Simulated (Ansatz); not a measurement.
# TaN: the cost of one run

Program: Ansatz 0.2.0. Level of theory: DFT, PBE, plane-wave PAW, default files, scalar-relativistic, as far as a step names no other. These are calculated values, not measurements.

1 further run of the same task is left out (it didn't finish).

### 1 The structure to begin with

The structure is hexagonal, space group P6/mmm (No. 191). Conventional cell: a = 5.185 Å, b = 5.185 Å, c = 2.908 Å, α = 90.00°, β = 90.00°, γ = 120.00°. Ta (site symmetry 6/mmm) is surrounded by 6 N at 2.59 Å and 2 Ta at 2.91 Å. Ta (site symmetry -6m2) has 6 N at 2.09 Å as nearest neighbours. N (site symmetry mmm) has 6 Ta at 2.09 to 2.59 Å as nearest neighbours.

Coordinates:

```
Ta N
1.0
     5.18500    0.00000    0.00000
    -2.59250    4.49034    0.00000
     0.00000    0.00000    2.90800
Ta N
3 3
Direct
  0.00000 0.00000 0.00000
  0.33333 0.66667 0.50000
  0.66667 0.33333 0.50000
  0.50000 0.00000 0.00000
  0.50000 0.50000 0.00000
  0.00000 0.50000 0.00000
```

The earlier run gave: no gap over 0.1 eV on the mesh, largest force 0.000 eV/Å, pressure 10.3 GPa.

Like atoms gathered into sites:

| site | atoms | first shell | V_zz (10²¹ V/m²) | η | C_Q (MHz) |
| --- | --- | --- | --- | --- | --- |
| Ta1 | 1 | 6 N at 2.59 Å | -45.8 | 0.00 | -3513 (¹⁸¹Ta) |
| Ta2 | 2, 3 | 6 N at 2.09 Å | -38.1 | 0.00 | -2921 (¹⁸¹Ta) |
| N | 4, 5, 6 | 4 Ta at 2.09 Å; also 2 Ta at 2.59 Å | 2.85 | 0.87 | 1.41 (¹⁴N) |

C_Q = eQV_zz/h, which is 24.18 MHz for Q = 1 b and V_zz = 10²¹ V/m²; η = (V_xx − V_yy)/V_zz. Q values from Pyykkö, Mol. Phys. 116, 1328 (2018).

### 2 Z stretched by +2 %, ions relaxed

Input file input.yaml:

```yaml
crystal:
  lattice:
    - [5.1849992558, 0.0, 0.0]
    - [-2.5924996279, 4.4903410741, 0.0]
    - [0.0, 0.0, 2.96616]
  atoms:
    - { symbol: Ta, position: [0.0, 0.0, 0.0], spin: 2.0 }
    - { symbol: Ta, position: [0.3333333333, 0.6666666667, 0.5], spin: 2.0 }
    - { symbol: Ta, position: [0.6666666667, 0.3333333333, 0.5], spin: 2.0 }
    - { symbol: "N", position: [0.5, 0.0, 0.0] }
    - { symbol: "N", position: [0.5, 0.5, 0.0] }
    - { symbol: "N", position: [0.0, 0.5, 0.0] }
magnetization:
  spin_polarized: true
kpoints:
  mp_grid: { grid: [10, 10, 16] }
scf:
  occupations: { method: fermi_dirac, width: 0.05 }
hamiltonian:
  xc: pbe
  pseudopotentials: { kind: paw }
output:
  forces: true
  stress: true
  populations: true
  efg:
    quadrupole_moments_barn: { Ta: 3.17, "N": 0.02044 }
    contact_densities: true
relax:
  f_tol: 0.02
  max_steps: 60
```

Launch:

```bash
> ansatz run input.yaml --threads 1 --pin off --max-ram 3072MiB --backend cpu --events-out ev --progress --plain --runs-dir out
```

Q: Estimate wall time and peak memory on 1 thread of Intel Xeon 6975P-C (Granite Rapids), shared host.

About 33 s, with a peak of 0.84 GiB.
